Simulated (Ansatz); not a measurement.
## V₂O₅ — quadrupolar parameters

The cell is a computed structure from the Materials Project (it need not be an observed phase).

Space group C2/c (No. 15); a = 12.0512, b = 4.7243, c = 5.3924 Å, β = 103.65°.

| site | Wyckoff | site symmetry | x | y | z |
| --- | --- | --- | --- | --- | --- |
| V | 8f | 1 | 0.3571 | 0.7403 | 0.7527 |
| O5 | 8f | 1 | 0.3900 | 0.0602 | 0.5176 |
| O9 | 8f | 1 | 0.2034 | 0.0702 | 0.1316 |
| O13 | 4e | 2 | 0.5000 | 0.6148 | 0.7500 |

One atom of each set is listed; the run and its k-mesh use a cell of 14 atoms with edges of 6.47, 6.47, 5.39 Å.

All values are calculated (Ansatz; DFT, r2SCAN, plane waves and PAW (field gradients read without the response of the frozen cores, which leaves them typically 4 to 6 % off), scalar-relativistic, 500 eV cutoff, Γ-centred 6×6×5 k-points, Fermi–Dirac smearing 0.02 eV), not measured.

C_Q = eQV_zz/h, which is 24.18 MHz for Q = 1 b and V_zz = 10²¹ V/m²; η = (V_xx − V_yy)/V_zz. ν_Q = 3|C_Q|/[2I(2I − 1)].

⁵¹V: I = 7/2, Q = -52.00 mb; ¹⁷O: I = 5/2, Q = -25.58 mb. Nuclear quadrupole moments: year-2017 set (Pyykkö).

```
site  atoms                                         first shell  C_Q (MHz)     η  ν_Q (MHz)
   V      4                                  6 O at 1.68–2.18 Å      -4.72  0.55      0.337
  O5      4  2 V at 1.68–2.07 Å, angle 153°; also 1 V at 3.31 Å      -1.14  0.85      0.171
  O9      4                                  3 V at 1.81–2.18 Å       3.11  0.55      0.466
 O13      2                           2 V at 1.82 Å, angle 142°      -2.63  0.86      0.394
```

At this cell the r2SCAN pressure is -13 GPa, so with r2SCAN the cell would shrink if it were relaxed. The entry's cell may itself be off. The largest force is 1.6 eV/Å, so the atoms aren't at the calculated equilibrium and relaxing them would move these values.

The run took 48 s of wall time (47 s of CPU time) and 1.1 GiB at its peak, on 1 thread of Intel Xeon 6975P-C (Granite Rapids) (x86_64; 16 cores open to the job, memory cap 3.0 GiB, no GPU), a shared host with a load of 0.9 a core.
